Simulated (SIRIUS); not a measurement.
Crystal: Zr.

```
Zr
1.0
     3.23200    0.00000    0.00000
    -1.61600    2.79899    0.00000
     0.00000    0.00000    5.14700
Zr
2
Direct
  0.66667 0.33333 0.75000
  0.33333 0.66667 0.25000
```

| Item | Value |
| --- | --- |
| Program | SIRIUS 7.10.0 |
| Task | relaxation of cell and atoms |
| Functional | PBEsol |
| Dispersion | D3 |
| Potentials or basis | PseudoDojo 0.4.1 PBE standard (scalar relativistic) |
| Cutoff | 915 eV |
| Density cutoff | 3659 eV |
| k mesh | 4 × 4 × 2 |
| Occupations | fermi-dirac, width 0.05 eV |
| Spin | no spin polarisation |

At the start: pressure -5.4 GPa; volume 23.28 Å³/atom.

Task: Where does the relaxation end?

Result: Over 3 steps the energy falls by 23.9 meV/atom and the volume is 21.93 Å³/atom (-5.8 %); space group P6_3/mmc (No. 194, to 0.05 Å).

The path:
| step | energy change (eV) | largest force (eV/Å) | pressure (GPa) | volume (Å³) |
| --- | --- | --- | --- | --- |
| 1 | 0.0000 | 0.0000 | -5.39 | 46.56 |
| 2 | -0.0232 | 0.0000 | -3.93 | 45.79 |
| 3 | -0.0477 | 0.0000 | 0.10 | 43.86 |

Final structure:
```xyz
2
Lattice="3.1765 0.0000 0.0000 -1.5883 2.7510 0.0000 0.0000 0.0000 5.0192" Properties=species:S:1:pos:R:3 pbc="T T T"
Zr    1.5883    0.9170    3.7644
Zr    0.0000    1.8340    1.2548
```

Caveat: the k mesh is coarse (spacing up to 0.61 Å⁻¹), so the values aren't converged; the potentials were made for another functional, which shifts forces and pressure; pairwise dispersion overbinds metals, which lowers pressure and volume.
